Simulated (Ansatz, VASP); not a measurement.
## One calculation of AgI (Iodargyrite), two programs

```xyz
4
Lattice="4.5280 0.0000 0.0000 -2.2640 3.9213 0.0000 0.0000 0.0000 7.4184" Properties=species:S:1:pos:R:3 pbc="T T T"
I     0.0000    2.6142    3.7092
I     2.2640    1.3071    0.0000
Ag    0.0000    2.6142    0.9644
Ag    2.2640    1.3071    4.6736
```

Change from the starting cell: volume scaled by 0.96.

Alike in both runs: task single point; functional PBE; k mesh 7 × 7 × 4; occupations fermi-dirac, width 0.05 eV; no spin polarisation.

|  | VASP | Ansatz |
| --- | --- | --- |
| version | VASP 6.6.1 | Ansatz 0.2.0 |
| potentials or method | VASP PAW PBE potentials, release 64 (I, Ag) | Ansatz PAW |
| plane-wave cutoff (eV) | 520 | 420 |
| valence electrons in the cell | 36 | 72 |

|  | VASP | Ansatz | Ansatz less VASP |
| --- | --- | --- | --- |
| gap on the k mesh at the Fermi level (eV) | 1.38 | 1.38 | -0.003 |
| least direct gap on the mesh (eV) | 1.38 | 1.38 | -0.003 |
| pressure (GPa) | 3.3 | 3.4 | +0.08 |
| largest component of the traceless stress (GPa) | 0.55 | 0.55 | +0.004 |
| rms of the force components (eV/Å) | 0.055 | 0.056 | +0.0006 |

Atom by atom the forces differ by 0.001 eV/Å (rms over components). The two sets of potentials don't hold the same shells in valence.

Caveats: spin-orbit coupling is left out, which moves the levels of the heavy elements; odd divisions of the mesh miss points on the zone boundary, where band edges often lie, so the gap on the mesh can be too wide (Ansatz).
